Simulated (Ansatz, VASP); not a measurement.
**One calculation of Ta, two programs**

The input INCAR:

```
SYSTEM = Ta
PREC = Accurate ; ENCUT = 520
EDIFF = 1E-6 ; ISMEAR = -1
SIGMA = 0.1 ; LREAL = .FALSE.
LASPH = .TRUE. ; NELM = 60
ALGO = Normal ; ISIF = 2
LWAVE = .FALSE. ; LCHARG = .TRUE.
GGA = B5 ; ALDAX = 1.0
AGGAX = 1.0 ; AGGAC = 1.0
ALDAC = 0.0 ; LELF = .TRUE.
LVHAR = .TRUE. ; NBANDS = 12
```

KPOINTS

```
Automatic mesh
0
G
  13 13 13
  0 0 0
```

Contents of POSCAR:

```
Ta
1.0
    2.8851853590      0.0000000000      0.0000000000
    0.0000000000      2.8851853590      0.0000000000
    0.0000000000      0.0000000000      2.8851853590
Ta
1
Direct
    0.0000000000      0.0000000000      0.0000000000
```

Input for Ansatz:

```yaml
crystal:
  lattice:
    - [2.885185359, 0.0, 0.0]
    - [0.0, 2.885185359, 0.0]
    - [0.0, 0.0, 2.885185359]
  atoms:
    - { symbol: Ta, position: [0.0, 0.0, 0.0] }
hamiltonian:
  xc: blyp
  pseudopotentials:
    kind: paw
    azcp:
      Ta: "pseudopotentials/Ta.paw.azcp"
basis:
  ecutwfc: 420
  fft_grid_basis: typed
kpoints:
  mp_grid: { grid: [13, 13, 13], shift: [0, 0, 0] }
magnetization:
  spin_polarized: false
scf:
  occupations: { method: fermi_dirac, width: 0.1 }
  lower_state_search: "off"
output:
  stress: true
```

Alike in both runs: task single point; functional BLYP; k mesh 13 × 13 × 13; occupations fermi-dirac, width 0.1 eV; no spin polarisation.

|  | VASP | Ansatz |
| --- | --- | --- |
| version | VASP 6.6.1 | Ansatz 0.2.0 |
| potentials or method | VASP PAW PBE potentials, release 64 (Ta_pv) | plane waves (420 eV) with PAW, scalar-relativistic |
| plane-wave cutoff (eV) | 520 | 420 |
| valence electrons in the cell | 11 | 13 |

VASP gave:

| Quantity | Value |
| --- | --- |
| pressure (GPa) | -11.2 |

Task: Estimate Ansatz's values.

Result: Pressure (GPa): -11.6.

The two sets of potentials don't hold the same shells in valence.

Caveats: the PAW data sets were made with another functional, which shifts forces and pressure a little (VASP). The runs have no spin-orbit coupling, so splittings on Ta are missing.
